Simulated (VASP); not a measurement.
Runs of VASP 6.6.1 on TiO2. The structure is tetragonal, space group P4_2/mnm (No. 136). Conventional cell: a = 4.592 Å, b = 4.592 Å, c = 2.957 Å, α = 90.00°, β = 90.00°, γ = 90.00°. Ti (site symmetry mmm) is surrounded by 6 O at 1.95 to 1.98 Å. O (site symmetry m2m) has 3 Ti at 1.95 to 1.98 Å as nearest neighbours. 

```tsv
level	potentials or basis	gap on the mesh (eV)	pressure (GPa)	relaxed volume (Å³/atom)
PBE	VASP PAW PBE potentials, release 64 (Ti_sv, O)	1.82	0.0	10.67
PBE+D3(BJ)	VASP PAW PBE potentials, release 64 (Ti_sv, O)	1.83	0.0	(b)
RPBE	VASP PAW PBE potentials, release 64 (Ti_sv, O)	(a)	0.0	10.93
LDA	VASP PAW LDA potentials, release 64 (Ti_sv, O)	1.82	0.1	10.09
PBEsol	VASP PAW PBE potentials, release 64 (Ti_sv, O)	1.83	0.0	10.34
```

Alike in all rows: task relaxation of cell and atoms; no spin polarisation; cell relaxed; k mesh 6 × 6 × 10; cutoff (eV) 600; smearing gaussian 0.03 eV.

Estimate the missing entries.

(a) 1.84; (b) 10.47.

Caveats: the PAW data sets were made with another functional, which shifts forces and pressure a little (some runs).

A k mesh can miss the band edges.

Not every run made on this cell is shown here.
